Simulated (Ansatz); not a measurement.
Molecular dynamics on a 2×2×2 supercell (16 atoms) of RbCl (Fm-3m), relaxed with r2SCAN. Forces come from PBE in the plane-wave code Ansatz: Langevin thermostat and barostat (NPT), 1700 K, steps of 1.5 fs. Computed, non-magnetic; the trajectory is short and the cell small, so nothing here is a converged average.

```yaml
crystal:
  lattice:
    - [0.0, 6.6114528278, 6.6114528278]
    - [6.6114528278, 0.0, 6.6114528278]
    - [6.6114528278, 6.6114528278, 0.0]
  atoms:
    - { symbol: Rb, position: [0.0, 0.0, 0.0] }
    - { symbol: Cl, position: [0.25, 0.25, 0.25] }
    - { symbol: Rb, position: [0.0, 0.0, 0.5] }
    - { symbol: Cl, position: [0.25, 0.25, 0.75] }
    - { symbol: Rb, position: [0.0, 0.5, 0.0] }
    - { symbol: Cl, position: [0.25, 0.75, 0.25] }
    - { symbol: Rb, position: [0.0, 0.5, 0.5] }
    - { symbol: Cl, position: [0.25, 0.75, 0.75] }
    - { symbol: Rb, position: [0.5, 0.0, 0.0] }
    - { symbol: Cl, position: [0.75, 0.25, 0.25] }
    - { symbol: Rb, position: [0.5, 0.0, 0.5] }
    - { symbol: Cl, position: [0.75, 0.25, 0.75] }
    - { symbol: Rb, position: [0.5, 0.5, 0.0] }
    - { symbol: Cl, position: [0.75, 0.75, 0.25] }
    - { symbol: Rb, position: [0.5, 0.5, 0.5] }
    - { symbol: Cl, position: [0.75, 0.75, 0.75] }
kpoints:
  mp_grid: { grid: [2, 2, 2] }
hamiltonian:
  xc: pbe
scf:
  occupations: { method: fermi_dirac, width: 0.146 }
md:
  ensemble: npt_langevin
  temperature: 1700
  timestep: 1.5
  n_steps: 30
  initial_velocities: maxwell_boltzmann
  seed: 9254
```

Command: `ansatz run input.yaml --threads 4 --pin off --max-ram 3686MiB --backend cpu --events-out ev --progress --plain --runs-dir out`. It took 100 s on 4 threads of Arm Neoverse V2, on a shared host, load about 0.5 per core; peak host memory 1.6 GiB.

```csv
step,t (fs),T (K),free energy F from step 0 (meV/atom),kinetic energy (meV/atom),pressure (GPa),volume (Å³/atom),largest force (eV/Å)
0,0,1594,0.0,206.0,1.23,36.12,0.00
1,1.5,1682,0.2,217.4,1.26,36.13,0.05
2,3,1759,0.6,227.3,1.30,36.12,0.09
3,4.5,1536,1.4,198.6,1.23,36.12,0.14
4,6,1658,2.4,214.3,1.29,36.12,0.18
5,7.5,1617,3.8,209.0,1.30,36.11,0.22
6,9,1816,5.4,234.7,1.39,36.12,0.27
7,10.5,1747,7.3,225.8,1.39,36.13,0.31
8,12,1729,9.5,223.5,1.41,36.15,0.37
9,13.5,1712,12.0,221.3,1.43,36.17,0.43
10,15,1600,14.8,206.8,1.41,36.19,0.50
11,16.5,1739,17.8,224.8,1.50,36.21,0.56
12,18,1667,21.2,215.5,1.51,36.24,0.64
13,19.5,1559,24.8,201.5,1.51,36.26,0.71
14,21,1552,28.8,200.6,1.56,36.28,0.79
15,22.5,1412,33.0,182.5,1.56,36.30,0.88
16,24,1346,37.2,174.0,1.59,36.31,0.97
17,25.5,1319,41.4,170.4,1.63,36.32,1.05
18,27,1293,45.6,167.2,1.67,36.35,1.13
19,28.5,1304,50.0,168.5,1.72,36.37,1.20
20,30,1281,54.4,165.5,1.77,36.38,1.28
21,31.5,1226,59.0,158.5,1.80,36.39,1.35
22,33,1256,63.8,162.4,1.87,36.40,1.42
23,34.5,1169,68.5,151.1,1.90,36.41,1.48
24,36,1086,72.7,140.4,1.92,36.43,1.52
25,37.5,1244,76.9,160.8,2.03,36.44,1.55
26,39,1303,81.7,168.4,2.11,36.47,1.59
27,40.5,1328,86.7,171.6,2.17,36.50,1.63
28,42,1343,91.9,173.6,2.23,36.55,1.68
29,43.5,1248,97.0,161.3,2.23,36.61,1.73
30,45,1117,101.6,144.4,2.22,36.68,1.76
```

The temperature starts at 1594 K, is lowest at step 24 (1086 K, 36 fs) and ends at 1117 K. The thermostat hasn't had time to restore it. The atoms start on their lattice sites with kinetic energy alone, so much of it first passes into potential energy.

Positions (Å) and forces (eV/Å) at step 30:
```
cell (Å): 0.000 6.645 6.645; 6.645 0.000 6.645; 6.645 6.645 0.000
Rb   0.356   0.007  -0.117    -0.962   0.315   0.246
Cl   3.195   3.795   3.436     0.200  -1.071  -0.151
Rb   3.308   3.358   0.058     0.163  -0.091   0.063
Cl   6.404   6.951   3.400     0.300  -0.109  -0.153
Rb   3.273  -0.260   3.237    -0.164   0.519   0.423
Cl   6.847   3.496   6.404    -0.280  -0.142   0.557
Rb   6.588   3.151   3.513    -0.069   0.455  -0.660
Cl   9.665   6.430   6.647     0.680   0.336  -0.143
Rb  -0.047   3.652   3.519     0.210  -0.417  -0.334
Cl   3.205   6.648   6.888     0.761   0.030  -0.274
Rb   3.119   6.646   3.544     1.569   0.796  -0.043
Cl   6.636  10.240   6.685    -0.035  -0.295   0.191
Rb   3.175   3.077   6.484     0.268   0.094   0.319
Cl   7.042   6.733   9.810    -1.549   0.128   0.017
Rb   6.750   6.840   6.595    -0.612  -0.091  -0.092
Cl  10.234  10.095   9.836    -0.480  -0.457   0.033
```
